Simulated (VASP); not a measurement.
# ZnS (Wurtzite-2H) (P6_3mc) in VASP: further runs, part 2 of 2

VASP 6.6.1.

### 4 Band structure, PBE

Input file INCAR:

```
SYSTEM = ZnS
ALGO     = Normal         ! electronic algorithm
EDIFF    = 1E-6           ! SCF threshold, eV
ENCUT    = 600            ! plane-wave cutoff, eV
GGA      = PE             ! functional
ISIF     = 2              ! what is computed and relaxed
ISMEAR   = -1             ! smearing method
LASPH    = .True.         ! aspherical terms in the spheres
LCHARG   = .False.        ! write CHGCAR
LREAL    = .False.        ! projectors in reciprocal space
LWAVE    = .False.        ! write WAVECAR
NBANDS   = 34             ! bands
NELM     = 100            ! most SCF steps
PREC     = Accurate       ! precision mode
SIGMA    = 0.05           ! smearing width, eV
```

Input file KPOINTS:

```
k-points
0
Gamma
  8 8 5
  0 0 0
```

Input file POSCAR:

```
ZnS
1.0
    3.8110000000      0.0000000000      0.0000000000
   -1.9055000000      3.3004228138      0.0000000000
    0.0000000000      0.0000000000      6.2340000000
Zn S
2 2
Direct
    0.6666666667      0.3333333333      0.5000000000
    0.3333333333      0.6666666667      0.0000000000
    0.6666666667      0.3333333333      0.8850000000
    0.3333333333      0.6666666667      0.3850000000
```

Input file KPOINTS_OPT:

```
path GMKGALHA,LM,KH
10
line-mode
reciprocal
 0.0000000000  0.0000000000  0.0000000000  G
 0.5000000000  0.0000000000  0.0000000000  M

 0.5000000000  0.0000000000  0.0000000000  M
 0.3333333333  0.3333333333  0.0000000000  K

 0.3333333333  0.3333333333  0.0000000000  K
 0.0000000000  0.0000000000  0.0000000000  G

 0.0000000000  0.0000000000  0.0000000000  G
 0.0000000000  0.0000000000  0.5000000000  A

 0.0000000000  0.0000000000  0.5000000000  A
 0.5000000000  0.0000000000  0.5000000000  L

 0.5000000000  0.0000000000  0.5000000000  L
 0.3333333333  0.3333333333  0.5000000000  H

 0.3333333333  0.3333333333  0.5000000000  H
 0.0000000000  0.0000000000  0.5000000000  A

 0.5000000000  0.0000000000  0.5000000000  L
 0.5000000000  0.0000000000  0.0000000000  M

 0.3333333333  0.3333333333  0.0000000000  K
 0.3333333333  0.3333333333  0.5000000000  H
```

Potentials or basis: VASP PAW PBE potentials, release 64 (Zn_sv_GW, S_GW).

The run is started by

```console
cat potpaw_PBE.64/Zn_sv_GW/POTCAR potpaw_PBE.64/S_GW/POTCAR > POTCAR
mpirun -np 1 vasp_std > vasp.out
```

Run time: 4.8 min. Hardware: 1 thread of AMD EPYC 9R45 (Zen 5), shared host; peak memory 0.26 GiB.

The run converged. Its results:

| Property | Result |
| --- | --- |
| Free energy | -13.7144 eV |
| Pressure | 1.4 GPa |
| Largest force | 0.321 eV/Å |
| Band gap on the k mesh | 2.25 eV, direct |
| Band gap along the path | 2.25 eV, direct |

Forces on the atoms (eV/Å):
```
Zn   0.000  0.000  0.321
Zn   0.000  0.000  0.321
S    0.000  0.000 -0.321
S    0.000  0.000 -0.321
```

Stress tensor (GPa, compression positive):
```
2.12 0.00 0.00
0.00 2.12 0.00
0.00 0.00 0.07
```

Levels at the corners of the path, in eV from the valence-band top:
```csv
point,band 24,band 25,band 26,band 27,band 28,band 29
Γ,-0.01,-0.01,0.00,2.25,2.99,6.28
M,-2.25,-1.56,-0.98,3.61,4.26,5.17
M,-2.25,-1.56,-0.98,3.61,4.26,5.17
K,-2.21,-2.21,-2.21,4.47,5.91,5.91
K,-2.21,-2.21,-2.21,4.47,5.91,5.91
Γ,-0.01,-0.01,0.00,2.25,2.99,6.28
Γ,-0.01,-0.01,0.00,2.25,2.99,6.28
A,-0.45,-0.45,-0.45,3.51,3.51,6.70
A,-0.45,-0.45,-0.45,3.51,3.51,6.70
L,-1.66,-1.53,-1.53,3.61,3.61,5.13
L,-1.66,-1.53,-1.53,3.61,3.61,5.13
H,-3.11,-1.25,-1.25,4.53,4.53,6.47
H,-3.11,-1.25,-1.25,4.53,4.53,6.47
A,-0.45,-0.45,-0.45,3.51,3.51,6.70
L,-1.66,-1.53,-1.53,3.61,3.61,5.13
M,-2.25,-1.56,-0.98,3.61,4.26,5.17
K,-2.21,-2.21,-2.21,4.47,5.91,5.91
H,-3.11,-1.25,-1.25,4.53,4.53,6.47
```

### 5 Band structure, PBE

POSCAR is that of step 4.

Input file INCAR.step1:

```
PREC     = Accurate       # precision mode
ENCUT    = 550            # plane-wave cutoff, eV
EDIFF    = 1E-6           # SCF threshold, eV
ISMEAR   = -1             # smearing method
SIGMA    = 0.05           # smearing width, eV
LREAL    = False          # projectors in reciprocal space
LASPH    = True           # aspherical terms in the spheres
NELM     = 100            # most SCF steps
ALGO     = Normal         # electronic algorithm
ISIF     = 2              # what is computed and relaxed
LWAVE    = False          # write WAVECAR
LCHARG   = True           # write CHGCAR
GGA      = PE             # functional
NBANDS   = 26             # bands
```

Input file KPOINTS.step1:

```
regular mesh
0
Gamma
  8 8 5
```

Input file INCAR.step2:

```
PREC     = Accurate       # precision mode
ENCUT    = 550            # plane-wave cutoff, eV
EDIFF    = 1E-6           # SCF threshold, eV
ISMEAR   = 0              # smearing method
SIGMA    = 0.05           # smearing width, eV
LREAL    = False          # projectors in reciprocal space
LASPH    = True           # aspherical terms in the spheres
NELM     = 100            # most SCF steps
ALGO     = Normal         # electronic algorithm
ISIF     = 2              # what is computed and relaxed
LWAVE    = False          # write WAVECAR
LCHARG   = False          # write CHGCAR
GGA      = PE             # functional
NBANDS   = 26             # bands
ICHARG   = 11             # starting density
```

Input file KPOINTS.step2:

```
path GMKGALHA,LM,KH
10
line-mode
reciprocal
 0.0000000000  0.0000000000  0.0000000000  G
 0.5000000000  0.0000000000  0.0000000000  M

 0.5000000000  0.0000000000  0.0000000000  M
 0.3333333333  0.3333333333  0.0000000000  K

 0.3333333333  0.3333333333  0.0000000000  K
 0.0000000000  0.0000000000  0.0000000000  G

 0.0000000000  0.0000000000  0.0000000000  G
 0.0000000000  0.0000000000  0.5000000000  A

 0.0000000000  0.0000000000  0.5000000000  A
 0.5000000000  0.0000000000  0.5000000000  L

 0.5000000000  0.0000000000  0.5000000000  L
 0.3333333333  0.3333333333  0.5000000000  H

 0.3333333333  0.3333333333  0.5000000000  H
 0.0000000000  0.0000000000  0.5000000000  A

 0.5000000000  0.0000000000  0.5000000000  L
 0.5000000000  0.0000000000  0.0000000000  M

 0.3333333333  0.3333333333  0.0000000000  K
 0.3333333333  0.3333333333  0.5000000000  H
```

Potentials or basis: VASP PAW PBE potentials, release 64 (Zn_GW, S_GW).

The run is started by

```console
cat potpaw_PBE.64/Zn_GW/POTCAR potpaw_PBE.64/S_GW/POTCAR > POTCAR
cp INCAR.step1 INCAR
cp KPOINTS.step1 KPOINTS
mpirun -np 1 vasp_std > vasp.out
cp INCAR.step2 INCAR
cp KPOINTS.step2 KPOINTS
mpirun -np 1 vasp_std > vasp.out
```

Run time: 1.9 min. Hardware: 1 thread of AMD EPYC 9R45 (Zen 5), shared host; peak memory 0.29 GiB.

It converged, with:

```
Band gap on the k mesh  : 2.25 eV, direct
Band gap along the path : 2.25 eV, direct
```

Levels at the corners of the path, in eV from the valence-band top:
```
point  band 14  band 15  band 16  band 17  band 18  band 19  band 20  band 21  band 22  band 23
    Γ    -0.86    -0.86    -0.01    -0.01     0.00     2.25     2.99     6.28     6.28     6.58
    M    -4.21    -3.15    -2.25    -1.56    -0.98     3.61     4.26     5.17     7.11     7.40
    M    -4.21    -3.15    -2.25    -1.56    -0.98     3.61     4.26     5.17     7.11     7.40
    K    -4.36    -3.87    -2.21    -2.21    -2.21     4.47     5.91     5.91     7.89     7.90
    K    -4.36    -3.87    -2.21    -2.21    -2.21     4.47     5.91     5.91     7.89     7.90
    Γ    -0.86    -0.86    -0.01    -0.01     0.00     2.25     2.99     6.28     6.28     6.58
    Γ    -0.86    -0.86    -0.01    -0.01     0.00     2.25     2.99     6.28     6.28     6.58
    A    -2.76    -0.45    -0.45    -0.45    -0.45     3.51     3.51     6.70     6.70     6.70
    A    -2.76    -0.45    -0.45    -0.45    -0.45     3.51     3.51     6.70     6.70     6.70
    L    -4.90    -1.66    -1.66    -1.53    -1.53     3.61     3.61     5.13     5.13     8.94
    L    -4.90    -1.66    -1.66    -1.53    -1.53     3.61     3.61     5.13     5.13     8.94
    H    -4.77    -3.11    -3.11    -1.25    -1.25     4.53     4.53     6.47     6.47     7.30
    H    -4.77    -3.11    -3.11    -1.25    -1.25     4.53     4.53     6.47     6.47     7.30
    A    -2.76    -0.45    -0.45    -0.45    -0.45     3.51     3.51     6.70     6.70     6.70
    L    -4.90    -1.66    -1.66    -1.53    -1.53     3.61     3.61     5.13     5.13     8.94
    M    -4.21    -3.15    -2.25    -1.56    -0.98     3.61     4.26     5.17     7.11     7.40
    K    -4.36    -3.87    -2.21    -2.21    -2.21     4.47     5.91     5.91     7.89     7.90
    H    -4.77    -3.11    -3.11    -1.25    -1.25     4.53     4.53     6.47     6.47     7.30
```

Caveat: the log is that of the step along the path at fixed density, whose energy, stress, charges and moments have no meaning.

### 6 Summary

| potentials or basis | cutoff (eV) | gap on the mesh (eV) |
| --- | --- | --- |
| VASP PAW PBE potentials, release 64 (Zn, S) | 500 | 2.25 |
| VASP PAW PBE potentials, release 64 (Zn, S) | 520 | 2.25 |
| VASP PAW PBE potentials, release 64 (Zn_sv_GW, S_GW) | 600 | 2.25 |
| VASP PAW PBE potentials, release 64 (Zn_GW, S_GW) | 550 | 2.25 |

Alike in all rows: task band structure; level PBE; no spin polarisation; cell as given; k mesh 8 × 8 × 5; smearing fermi-dirac 0.05 eV.

Total energies depend on the potentials used, so only differences within one code and one set of settings carry meaning.

### 7 Against experiment

Step 2. A measured gap of ZnS is 3.911 eV (direct; 4 K; a printed reference work, monograph); the calculated 2.25 eV misses it by -1.66 eV. The value is that of PBE, without temperature or zero-point motion. Semilocal functionals fall short of measured gaps as a rule.

Step 3. Against the measured gap of ZnS, 3.911 eV (direct; 4 K; a printed reference work, monograph), the calculated 2.25 eV is off by -1.66 eV. The value is that of PBE, without temperature or zero-point motion. Semilocal functionals fall short of measured gaps as a rule.

Step 4. A measured gap of ZnS is 3.911 eV (direct; 4 K; a printed reference work, monograph); the calculated 2.25 eV misses it by -1.67 eV. The value is that of PBE, without temperature or zero-point motion. Semilocal functionals fall short of measured gaps as a rule.

Step 5. Against the measured gap of ZnS, 3.911 eV (direct; 4 K; a printed reference work, monograph), the calculated 2.25 eV is off by -1.66 eV. The value is that of PBE, without temperature or zero-point motion. Semilocal functionals fall short of measured gaps as a rule.
